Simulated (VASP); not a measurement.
Write the native input for VASP 6.6.1 that does the following.

| Item | Value |
| --- | --- |
| Task | single point |
| Functional | PBE |
| Potentials or basis | VASP PAW PBE potentials, release 64 (Ba_sv, F) |
| Cutoff | 520 eV |
| k mesh | 8 × 8 × 8 |
| Occupations | fermi-dirac, width 0.05 eV |
| Spin | no spin polarisation |
| Further INCAR settings | ALGO = Normal; EDIFF = 1e-07; NBANDS = 19 |

The structure of BaF2 (Frankdicksonite) lies in POSCAR:

```
BaF2
1.0
    0.0000000000      3.1000500000      3.1000500000
    3.1000500000      0.0000000000      3.1000500000
    3.1000500000      3.1000500000      0.0000000000
Ba F
1 2
Direct
    0.0000000000      0.0000000000      0.0000000000
    0.7500000000      0.7500000000      0.7500000000
    0.2500000000      0.2500000000      0.2500000000
```

One way to write it, as run:

INCAR

```
  PREC = Accurate
  ENCUT = 520
  EDIFF = 1E-7
  ISMEAR = -1
  SIGMA = 0.05
  LREAL = F
  LASPH = T
  NELM = 80
  ALGO = Normal
  ISIF = 2
  LWAVE = F
  LCHARG = F
  GGA = PE
  NBANDS = 19
```

KPOINTS

```
Automatic mesh
0
Gamma
  8 8 8
```

Potentials or basis: VASP PAW PBE potentials, release 64 (Ba_sv, F).

Command:

```sh
$ cat potpaw_PBE.64/Ba_sv/POTCAR potpaw_PBE.64/F/POTCAR > POTCAR
$ mpirun -np 1 vasp_std > vasp.out
```

Results of the run:

| Property | Result |
| --- | --- |
| Pressure | 2.4 GPa |
| Band gap on the k mesh | 6.76 eV, indirect (least direct gap 6.84 eV) |

Caveat: spin-orbit coupling is left out, which moves the levels of the heavy elements.

Run time: 41 s on 1 thread of Intel(R) Xeon(R) Platinum 8488C (Sapphire Rapids), on a shared host, peak memory 0.21 GiB.
